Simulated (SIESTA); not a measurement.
Input of a SIESTA 5.4.2 run:

Contents of Au.fdf:

```
SystemName                      Gold
SystemLabel                     Au
NumberOfSpecies                 1
NumberOfAtoms                   1
%block ChemicalSpeciesLabel
  1  79 Au
%endblock ChemicalSpeciesLabel

LatticeConstant                 1.0 Ang
%block LatticeVectors
     0.0000000000     2.0350000000     2.0350000000
     2.0350000000     0.0000000000     2.0350000000
     2.0350000000     2.0350000000     0.0000000000
%endblock LatticeVectors
AtomicCoordinatesFormat         Fractional
%block AtomicCoordinatesAndAtomicSpecies
     0.0000000000     0.0000000000     0.0000000000  1  Au
%endblock AtomicCoordinatesAndAtomicSpecies

%block kgrid.MonkhorstPack
   11   0   0  0.0
    0  11   0  0.0
    0   0  11  0.0
%endblock kgrid.MonkhorstPack
XC.Functional                   GGA
XC.Authors                      PBEsol
PAO.BasisSize                   DZ
PAO.EnergyShift                 0.003 Ry
Mesh.Cutoff                     800 Ry
OccupationFunction              FD
ElectronicTemperature           0.05 eV
MaxSCFIterations                120
SCF.MustConverge                false
SCF.Mixer.Method                Pulay
SCF.Mixer.Weight                0.25
SCF.Mixer.History               8
SCF.DM.Tolerance                5.0e-05
SCF.H.Tolerance                 1.0e-03 eV
WriteForces                     true
Charge.Mulliken                 end
BandLinesScale                  ReciprocalLatticeVectors
%block BandLines
    1    0.000000   0.000000   0.000000  \Gamma
   12    0.500000   0.000000   0.500000  X
    6    0.500000   0.250000   0.750000  W
    4    0.375000   0.375000   0.750000  K
   13    0.000000   0.000000   0.000000  \Gamma
   11    0.500000   0.500000   0.500000  L
    8    0.625000   0.250000   0.625000  U
    4    0.500000   0.250000   0.750000  W
    9    0.500000   0.500000   0.500000  L
    8    0.375000   0.375000   0.750000  K
    1    0.625000   0.250000   0.625000  U
    4    0.500000   0.000000   0.500000  X
%endblock BandLines
%block PAO.Basis
  Au 4
  n=5 0 2
    2.662 0.000
  n=6 0 2
    6.968 0.000
  n=5 1 2
    3.170 0.000
  n=5 2 2
    5.436 0.000
%endblock PAO.Basis
```

Potentials or basis: PseudoDojo 0.4 standard (PBEsol files), DZ (energy shift 0.003 Ry; two zetas on semicore shells).

The run is started by

```console
$ siesta Au.fdf > Au.out 2>&1
```

Q: What does it give for the band gap on the k mesh?

A: None (metal or under the smearing width).

Q: Predict the pressure.

A: -2.6 GPa.

Levels at the corners of the path, in eV from the Fermi level:
| point | band 5 | band 6 | band 7 | band 8 | band 9 | band 10 | band 11 | band 12 | band 13 | band 14 |
| --- | --- | --- | --- | --- | --- | --- | --- | --- | --- | --- |
| Γ | -10.53 | -5.19 | -5.19 | -5.19 | -3.60 | -3.60 | 29.13 | 29.13 | 29.13 | 40.31 |
| X | -7.60 | -7.33 | -2.40 | -2.04 | -2.04 | 6.97 | 20.60 | 21.05 | 43.40 | 44.47 |
| W | -6.47 | -5.54 | -5.54 | -3.74 | -2.04 | 5.48 | 10.91 | 12.48 | 12.48 | 31.85 |
| K | -7.00 | -6.30 | -4.13 | -3.29 | -2.50 | 4.66 | 7.53 | 10.01 | 20.13 | 21.60 |
| Γ | -10.53 | -5.19 | -5.19 | -5.19 | -3.60 | -3.60 | 29.13 | 29.13 | 29.13 | 40.31 |
| L | -7.92 | -5.22 | -5.22 | -2.37 | -2.37 | 2.75 | 25.89 | 25.89 | 29.12 | 43.35 |
| U | -7.00 | -6.30 | -4.13 | -3.29 | -2.50 | 4.66 | 7.53 | 10.01 | 20.13 | 21.60 |
| W | -6.47 | -5.54 | -5.54 | -3.74 | -2.04 | 5.48 | 10.91 | 12.48 | 12.48 | 31.85 |
| L | -7.92 | -5.22 | -5.22 | -2.37 | -2.37 | 2.75 | 25.89 | 25.89 | 29.12 | 43.35 |
| K | -7.00 | -6.30 | -4.13 | -3.29 | -2.50 | 4.66 | 7.53 | 10.01 | 20.13 | 21.60 |
| U | -7.00 | -6.30 | -4.13 | -3.29 | -2.50 | 4.66 | 7.53 | 10.01 | 20.13 | 21.60 |
| X | -7.60 | -7.33 | -2.40 | -2.04 | -2.04 | 6.97 | 20.60 | 21.05 | 43.40 | 44.47 |

Caveat: the basis has no polarisation orbitals; short orbitals over semicore shells can move pressures by several GPa; spin-orbit coupling is left out, which moves the levels of the heavy elements; the basis of atomic orbitals isn't converged, which shifts pressures, moduli and gaps.
